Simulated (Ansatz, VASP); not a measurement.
# SrO in VASP and in Ansatz

Contents of INCAR:

```
SYSTEM = SrO
PREC = Accurate
ENCUT = 520
EDIFF = 1E-7
ISMEAR = 0
SIGMA = 0.01
LREAL = .FALSE.
LASPH = .TRUE.
NELM = 60
ALGO = Normal
ISIF = 2
LWAVE = .FALSE.
LCHARG = .FALSE.
GGA = CA
NBANDS = 24
```

The input KPOINTS:

```
regular mesh
0
G
  6 6 4
  0 0 0
```

POSCAR

```
SrO
1.0
    4.2700252630      0.0000000000      0.0000000000
   -2.1350126315      3.6979503526      0.0000000000
    0.0000000000      0.0000000000      5.1444570048
Sr O
2 2
Direct
    0.3333333333      0.6666666667      0.2500000000
    0.6666666667      0.3333333333      0.7500000000
    0.6666666667      0.3333333333      0.2500000000
    0.3333333333      0.6666666667      0.7500000000
```

Input for Ansatz:

```yaml
crystal:
  lattice:
    - [4.270025263, 0.0, 0.0]
    - [-2.1350126315, 3.6979503526, 0.0]
    - [0.0, 0.0, 5.1444570048]
  atoms:
    - { symbol: Sr, position: [0.3333333333, 0.6666666667, 0.25] }
    - { symbol: Sr, position: [0.6666666667, 0.3333333333, 0.75] }
    - { symbol: O, position: [0.6666666667, 0.3333333333, 0.25] }
    - { symbol: O, position: [0.3333333333, 0.6666666667, 0.75] }
kpoints:
  mp_grid: { grid: [6, 6, 4] }
hamiltonian:
  xc: lda
scf:
  occupations: { method: fixed }
output:
  optics: { e_range: [0, 15], de: 0.05, sigma: 0.1, bands: auto }
```

Alike in both runs: task single point; functional LDA; k mesh 6 × 6 × 4; no spin polarisation.

|  | VASP | Ansatz |
| --- | --- | --- |
| version | VASP 6.6.1 | Ansatz 0.2.0 |
| potentials or method | VASP PAW LDA potentials, release 64 (Sr_sv, O) | plane waves, PAW |
| plane-wave cutoff (eV) | 520 | 420 |
| occupations | gaussian, width 0.01 eV | fixed |
| valence electrons in the cell | 32 | 32 |

Ansatz gave:

```
gap on the k mesh at the Fermi level (eV) : 2.47
```

**Question.** What did VASP give for the same quantities?

**Answer.** gap on the k mesh at the Fermi level (eV): 2.46.
